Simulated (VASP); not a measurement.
# Pd (P6_3/mmc) in VASP: notebook

Runs on Pd. Level: PBE. Tasks: single point.

All numbers are computed with VASP 6.6.1; they aren't measurements. Logs are shortened: lines on timing, memory, paths and dates and some standing lists are left out, and cuts for length are marked.

## Step 1: The structure

It takes space group P6_3/mmc (No. 194, hexagonal). The conventional cell has a = 2.784 Å, b = 2.784 Å, c = 4.629 Å, α = 90.00°, β = 90.00°, γ = 120.00°. Pd (site symmetry -6m2) is surrounded by 12 Pd at 2.78 to 2.82 Å.

This isn't the form of Pd at room conditions, which is fcc.

## Step 2: Single point, PBE

The input, INCAR:

```
SYSTEM = Pd
PREC = Accurate ; ENCUT = 400
EDIFF = 1E-6 ; ISMEAR = 1
SIGMA = 0.2 ; LREAL = .FALSE.
LASPH = .TRUE. ; NELM = 100
ALGO = Normal ; ISIF = 2
LWAVE = .FALSE. ; LCHARG = .FALSE.
GGA = PE ; ADDGRID = .FALSE.
```

The input, KPOINTS:

```
Automatic mesh
0
G
  20 20 11
  0 0 0
```

The input, POSCAR:

```
Pd
1.0
    2.7836650458      0.0000000000      0.0000000000
   -1.3918325229      2.4107246453      0.0000000000
    0.0000000000      0.0000000000      4.6288930000
Pd
2
Direct
    0.3333333333      0.6666666667      0.2500000000
    0.6666666667      0.3333333333      0.7500000000
```

Potentials or basis: VASP PAW PBE potentials, release 64 (Pd).

The run is started by

```bash
$ cat potpaw_PBE.64/Pd/POTCAR > POTCAR
$ mpirun -np 1 vasp_std > vasp.out
```

OUTCAR:

```text
SYSTEM = Pd
   PREC = Accurate
   ENCUT = 400
   EDIFF = 1E-6
   ISMEAR = 1
   LREAL = .FALSE.
   LASPH = .TRUE.
   NELM = 100
   ISIF = 2
   GGA = PE

 Found    264 irreducible k-points:

 Following reciprocal coordinates:
            Coordinates               Weight
  0.000000  0.000000  0.000000      1.000000
  0.050000  0.000000  0.000000      6.000000
  0.100000  0.000000  0.000000      6.000000
  0.150000  0.000000  0.000000      6.000000
  0.200000  0.000000  0.000000      6.000000
  0.250000  0.000000  0.000000      6.000000
   k-points           NKPTS =    264   k-points in BZ     NKDIM =    264   number of bands    NBANDS=     14
   number of dos      NEDOS =    301   number of ions     NIONS =      2
   total plane-waves  NPLWV =   9720
   dimension x,y,z NGX =    18 NGY =   18 NGZ =   30
   dimension x,y,z NGXF=    36 NGYF=   36 NGZF=   60
   ions per type =               2
   NGX,Y,Z   is equivalent  to a cutoff of  10.75, 10.75, 10.77 a.u.
   NGXF,Y,Z  is equivalent  to a cutoff of  21.50, 21.50, 21.55 a.u.
 SYSTEM =  Pd
   PREC   = accura    normal or accurate (medium, high low for compatibility)
   ISTART =      0    job   : 0-new  1-cont  2-samecut
   ICHARG =      2    charge: 1-file 2-atom 10-const
   ISPIN  =      1    spin polarized calculation?
   LNONCOLLINEAR =      F non collinear calculations
   LSORBIT =      F    spin-orbit coupling
   LASPH  =      T    aspherical Exc in radial PAW
   ENCUT  =  400.0 eV  29.40 Ry    5.42 a.u.   4.54  4.54  7.55*2*pi/ulx,y,z
   NELM   =    100;   NELMIN=  2; NELMDL= -5     # of ELM steps
   EDIFF  = 0.1E-05   stopping-criterion for ELM
   LREAL  =      F    real-space projection
   EDIFFG = 0.1E-04   stopping-criterion for IOM
   NSW    =      0    number of steps for IOM
   IBRION =     -1    ionic relax: 0-MD 1-quasi-New 2-CG
   NFREE  =      0    steps in history (QN), initial steepest desc. (CG)
   ISIF   =      2    stress and relaxation
   ISYM   =      2    0-nonsym 1-usesym 2-fastsym
   POTIM  = 0.5000    time-step for ionic-motion
   TEBEG  =    0.0;   TEEND  =   0.0 temperature during run
   PSTRESS=    0.0 pullay stress
   NELECT =      20.0000    total number of electrons
   NUPDOWN=      -1.0000    fix difference up-down
   EMIN   =  10.00;   EMAX   =-10.00  energy-range for DOS
   EFERMI =   0.00;   METHOD = LEGACY
   ISMEAR =     1;   SIGMA  =   0.20  broadening in eV -4-tet -1-fermi 0-gaus
   EFERMI_NEDOS =   21; number of points for ismear=-14 and -15
   IALGO  =     38    algorithm
   IMIX   =      4    mixing-type and parameters
     AMIX     =   0.40;   BMIX     =  1.00
     AMIX_MAG =   1.60;   BMIX_MAG =  1.00
  volume/ion in A,a.u.               =      15.53       104.81
  Fermi-wavevector in a.u.,A,eV,Ry     =   1.413636  2.671385 27.189429  1.998367
  Thomas-Fermi vector in A             =   2.535261
   LORBIT       =      0    0 simple, 1 ext, 2 COOP (PROOUT), +10 PAW based schemes
   GGA     = PE    functional components
   LHFCALC =     F    Hartree Fock is set to
   AEXX    =    0.0000 exact exchange contribution
   IVDW    =     0    specifies the selected vdW correction
   LEPSILON=     F    determine dielectric tensor
   LRPA    =     F    only Hartree local field effects (RPA)
 non-spin polarized calculation
 Methfessel and Paxton  Order N= 1 SIGMA  =   0.20
  energy-cutoff  :      400.00
  volume of cell :       31.06
 maximum number of plane-waves:       586
   NGX =  9   NGY =  9   NGZ = 15

 number of electron      19.9999992 magnetization

 Free energy of the ion-electron system (eV)
  ---------------------------------------------------
  ext. energy  EPLUGINS =         0.00000000
  ---------------------------------------------------
  free energy    TOTEN  =       -10.36948585 eV

  energy without entropy =      -10.35403634  energy(sigma->0) =      -10.36433602

 E-fermi :   8.9323     XC(G=0): -12.8627

 val. band max:        8.9316854378   @ k =   0.4000   0.1500   0.4545
 cond. band min:       8.9366955156   @ k =   0.2000   0.1500   0.0909
 fundamental gap:      0.0050100778
 Fermi energy:         8.9323039451

 k-point     1 :       0.0000    0.0000    0.0000
  band No.  band energies     occupation
      1       2.1887      2.00000
      2       4.0212      2.00000
      3       6.2328      2.00000
      4       6.4153      2.00000
      5       6.4153      2.00000
      6       6.7419      2.00000
      7       6.7419      2.00000
      8       7.3875      2.00000
      9       7.3875      2.00000
     10       8.7171      2.06264
     11       8.7171      2.06264
     12       9.9203     -0.00000
     13      15.5911      0.00000
     14      26.0112      0.00000

 k-point     2 :       0.0500    0.0000    0.0000
  band No.  band energies     occupation
      1       2.2675      2.00000
      2       4.0774      2.00000
      3       6.1789      2.00000
      4       6.4612      2.00000
      5       6.4667      2.00000
      6       6.7161      2.00000
      7       6.7895      2.00000
      8       7.3328      2.00000
      9       7.3551      2.00000
     10       8.3501      2.00030
     11       8.7314      2.05118
     12      10.3825     -0.00000
     13      15.5939      0.00000
     14      26.0310      0.00000

 k-point     3 :       0.1000    0.0000    0.0000
  band No.  band energies     occupation
      1       2.4986      2.00000
      2       4.2351      2.00000
      3       6.0559      2.00000
      4       6.5470      2.00000
      5       6.6181      2.00000
      6       6.6729      2.00000
      7       6.9291      2.00000
      8       7.1284      2.00000
      9       7.2651      2.00000
     10       7.8284      2.00000
     11       8.7682      1.99025
     12      11.2316     -0.00000
     13      15.6054      0.00000
     14      25.8773      0.00000

 k-point     4 :       0.1500    0.0000    0.0000
  band No.  band energies     occupation
      1       2.8640      2.00000
      2       4.4545      2.00000
      3       5.9143      2.00000
      4       6.4928      2.00000
      5       6.7141      2.00000
      6       6.8124      2.00000
      7       6.8614      2.00000
      8       7.1360      2.00000
      9       7.1527      2.00000
     10       7.4938      2.00000
     11       8.8147      1.82923
     12      12.1934     -0.00000
     13      15.6349      0.00000
     14      24.8755      0.00000

 k-point     5 :       0.2000    0.0000    0.0000
  band No.  band energies     occupation
      1       3.3252      2.00000
      2       4.6475      2.00000
      3       5.8349      2.00000
      4       6.2135      2.00000
      5       6.3991      2.00000
      6       6.9874      2.00000
      7       7.0918      2.00000
      8       7.1828      2.00000
      9       7.2820      2.00000
     10       7.4461      2.00000
     11       8.8603      1.56789
     12      13.2171      0.00000
     13      15.6984      0.00000
     14      23.2301      0.00000

 k-point     6 :       0.2500    0.0000    0.0000
  band No.  band energies     occupation
      1       3.8066      2.00000
      2       4.6964      2.00000
      3       5.7439      2.00000
      4       5.9194      2.00000
      5       6.3728      2.00000
      6       6.8362      2.00000
      7       7.1053      2.00000
      8       7.4911      2.00000
      9       7.5600      2.00000
     10       7.7894      2.00000
     11       8.8984      1.28234
     12      14.2803      0.00000
     13      15.8162      0.00000
     14      21.4297      0.00000

 [... further k-points ...]
[... 5 lines left out ...]
  --------------------------------------------------------------------------------------
  -------------------------------------------------------------------------------------
  Total       -0.4738518     -0.4738518     -0.2934558     -0.0000000     -0.0000000      0.0000000
  in kB      -24.4405752    -24.4405752    -15.1360155     -0.0000000     -0.0000000      0.0000000
  external PRESSURE =     -21.3390553 kB  Pullay stress =       0.0000000 kB

 VOLUME and BASIS-vectors are now :
 -----------------------------------------------------------------------------
  energy-cutoff  :      400.00
  volume of cell :       31.06
      direct lattice vectors                 reciprocal lattice vectors
     2.783665046  0.000000000  0.000000000     0.359238624  0.207406516  0.000000000
    -1.391832523  2.410724645  0.000000000     0.000000000  0.414813032  0.000000000
     0.000000000  0.000000000  4.628893000     0.000000000  0.000000000  0.216034374

 POSITION                                       TOTAL-FORCE (eV/Angst)
 -----------------------------------------------------------------------------------
     -0.00000      1.60715      1.15722        -0.000000     -0.000000      0.000000
      1.39183      0.80357      3.47167         0.000000      0.000000      0.000000
 -----------------------------------------------------------------------------------
    total drift:                               -0.000000      0.000000     -0.000000

  FREE ENERGIE OF THE ION-ELECTRON SYSTEM (eV)
  ---------------------------------------------------
  free  energy   TOTEN  =       -10.3694858526 eV

  energy  without entropy=      -10.3540363447  energy(sigma->0) =      -10.36433602
```

Run time: 26 s. Hardware: 1 thread of AMD EPYC 9R45 (Zen 5), shared host; peak memory 0.15 GiB.

These settings aren't checked as converged: the numbers below hold their error.

Results:

```
Free energy            : -10.3695 eV
Pressure               : -2.1 GPa
Band gap on the k mesh : none (metal or under the smearing width)
```

## Step 3: Single point, PBE

INCAR is that of step 2.

KPOINTS is that of step 2.

The input, POSCAR:

```
Pd
1.0
    2.7836650458      0.0000000000      0.0000000000
   -1.3918325229      2.4107246453      0.0000000000
    0.0000000000      0.0000000000      4.6288930000
Pd
2
Direct
    0.3690330000      0.6707680000      0.2457130000
    0.7034100000      0.3270270000      0.7475630000
```

Potentials or basis: VASP PAW PBE potentials, release 64 (Pd).

The run is started by

```bash
$ cat potpaw_PBE.64/Pd/POTCAR > POTCAR
$ mpirun -np 1 vasp_std > vasp.out
```

It took 3.4 min on 1 thread of AMD EPYC 9R45 (Zen 5), shared host; peak memory 0.6 GiB.

The run converged, but some of its settings lie outside the range that counts as converged, so its numbers aren't taken as properties of the crystal.

What came out:

| Quantity | Value |
| --- | --- |
| Free energy | -10.3688 eV |
| Pressure | -2.1 GPa |
| Largest force | 0.073 eV/Å |
| Band gap on the k mesh | none (metal or under the smearing width) |

## Step 4: Single point, PBE

The input, INCAR:

```
SYSTEM = Pd
PREC = Accurate ; ENCUT = 500
EDIFF = 1E-6 ; ISMEAR = -1
SIGMA = 0.2 ; LREAL = .FALSE.
LASPH = .TRUE. ; NELM = 100
ALGO = Normal ; ISIF = 2
LWAVE = .FALSE. ; LCHARG = .FALSE.
GGA = PE ; ADDGRID = .FALSE.
```

KPOINTS is that of step 3.

The input, POSCAR:

```
Pd
1.0
    2.7836650458      0.0000000000      0.0000000000
   -1.3918325229      2.4107246453      0.0000000000
    0.0000000000      0.0000000000      4.6288930000
Pd
2
Direct
    0.3333333333      0.6666666667      0.2500000000
    0.6666666667      0.3333333333      0.7500000000
```

The run is started by

```bash
$ cat potpaw_PBE.64/Pd/POTCAR > POTCAR
$ mpirun -np 1 vasp_std > vasp.out
```

Wall time 37 s (1 thread of AMD EPYC 9R45 (Zen 5), shared host); peak memory 0.18 GiB.

These settings aren't checked as converged: the numbers below hold their error.

Results:

```yaml
Free_energy: -10.6262 eV
Pressure: -0.6 GPa
Band_gap_on_the_k_mesh: none (metal or under the smearing width)
```

## Step 5: Single point, PBE

INCAR is that of step 4.

KPOINTS is that of step 4.

The input, POSCAR:

```
Pd
1.0
    2.7836650458      0.0000000000      0.0000000000
   -1.3918325229      2.4107246453      0.0000000000
    0.0000000000      0.0000000000      4.6288930000
Pd
2
Direct
    0.3690330000      0.6707680000      0.2457130000
    0.7034100000      0.3270270000      0.7475630000
```

Potentials or basis: VASP PAW PBE potentials, release 64 (Pd).

The run is started by

```bash
$ cat potpaw_PBE.64/Pd/POTCAR > POTCAR
$ mpirun -np 1 vasp_std > vasp.out
```

OUTCAR:

```text
SYSTEM = Pd
   PREC = Accurate
   ENCUT = 500
   EDIFF = 1E-6
   ISMEAR = -1
   LREAL = .FALSE.
   LASPH = .TRUE.
   NELM = 100
   ISIF = 2
   GGA = PE

 Found   2202 irreducible k-points:

 Following reciprocal coordinates:
            Coordinates               Weight
  0.000000  0.000000  0.000000      1.000000
  0.050000  0.000000  0.000000      2.000000
  0.000000  0.050000  0.000000      2.000000
 -0.050000  0.050000  0.000000      2.000000
  0.100000  0.000000  0.000000      2.000000
  0.000000  0.100000  0.000000      2.000000
   k-points           NKPTS =   2202   k-points in BZ     NKDIM =   2202   number of bands    NBANDS=     14
[... 170 lines left out ...]
     12      11.2367      0.00003
     13      15.6037      0.00000
     14      25.8467      0.00000

 [... further k-points ...]
[... 5 lines left out ...]
  --------------------------------------------------------------------------------------
  -------------------------------------------------------------------------------------
  Total       -0.0850121     -0.0002114     -0.2706508      0.0286518     -0.0025767      0.0016386
  in kB       -4.3847976     -0.0109055    -13.9597685      1.4778171     -0.1329005      0.0845183
  external PRESSURE =      -6.1184905 kB  Pullay stress =       0.0000000 kB

 VOLUME and BASIS-vectors are now :
 -----------------------------------------------------------------------------
  energy-cutoff  :      500.00
  volume of cell :       31.06
      direct lattice vectors                 reciprocal lattice vectors
     2.783665046  0.000000000  0.000000000     0.359238624  0.207406516  0.000000000
    -1.391832523  2.410724645  0.000000000     0.000000000  0.414813032  0.000000000
     0.000000000  0.000000000  4.628893000     0.000000000  0.000000000  0.216034374

 POSITION                                       TOTAL-FORCE (eV/Angst)
 -----------------------------------------------------------------------------------
      0.09367      1.61704      1.13738         0.020791     -0.033160      0.065729
      1.50289      0.78837      3.46039        -0.020791      0.033160     -0.065729
 -----------------------------------------------------------------------------------
    total drift:                                0.000001      0.000004      0.000046

  FREE ENERGIE OF THE ION-ELECTRON SYSTEM (eV)
  ---------------------------------------------------
  free  energy   TOTEN  =       -10.6252976975 eV

  energy  without entropy=      -10.2148464574  energy(sigma->0) =      -10.42007208
```

OSZICAR:

```text
N       E                     dE             d eps       ncg     rms          rms(c)
DAV:   1     0.105748879183E+03    0.10575E+03   -0.10434E+04 61680   0.136E+03
DAV:   2    -0.954981302165E+01   -0.11530E+03   -0.10987E+03 64710   0.281E+02
DAV:   3    -0.111341494723E+02   -0.15843E+01   -0.15716E+01 75006   0.380E+01
DAV:   4    -0.111432395632E+02   -0.90901E-02   -0.90893E-02 70046   0.271E+00
DAV:   5    -0.111433772632E+02   -0.13770E-03   -0.13770E-03 75438   0.367E-01    0.968E+00
DAV:   6    -0.106472226069E+02    0.49615E+00   -0.14627E+00 63804   0.133E+01    0.480E+00
DAV:   7    -0.106306456724E+02    0.16577E-01   -0.10074E-02 71904   0.907E-01    0.244E+00
DAV:   8    -0.106252876364E+02    0.53580E-02   -0.15254E-03 65628   0.329E-01    0.747E-02
DAV:   9    -0.106252893069E+02   -0.16705E-05   -0.26245E-05 76926   0.476E-02    0.163E-02
DAV:  10    -0.106252983758E+02   -0.90689E-05   -0.46647E-06 67548   0.224E-02    0.550E-03
DAV:  11    -0.106252976975E+02    0.67833E-06   -0.11343E-07 37734   0.406E-03
   1 F= -.10625298E+02 E0= -.10420072E+02  d E =-.410451E+00
```

stdout:

```text
POSCAR found type information on POSCAR Pd
 POSCAR found :  1 types and       2 ions
 scaLAPACK will be used
 LDA part: xc-table for (Slater+PW92), standard interpolation
 POSCAR, INCAR and KPOINTS ok, starting setup
 FFT: planning ... GRIDC
 FFT: planning ... GRID_SOFT
 FFT: planning ... GRID
 WAVECAR not read
 entering main loop
```

Wall time 4.9 min (1 thread of AMD EPYC 9R45 (Zen 5), shared host); peak memory 0.79 GiB.

The run converged, but some of its settings lie outside the range that counts as converged, so its numbers aren't taken as properties of the crystal.

What came out:

| Quantity | Value |
| --- | --- |
| Free energy | -10.6253 eV |
| Pressure | -0.6 GPa |
| Largest force | 0.076 eV/Å |
| Band gap on the k mesh | none (metal or under the smearing width) |
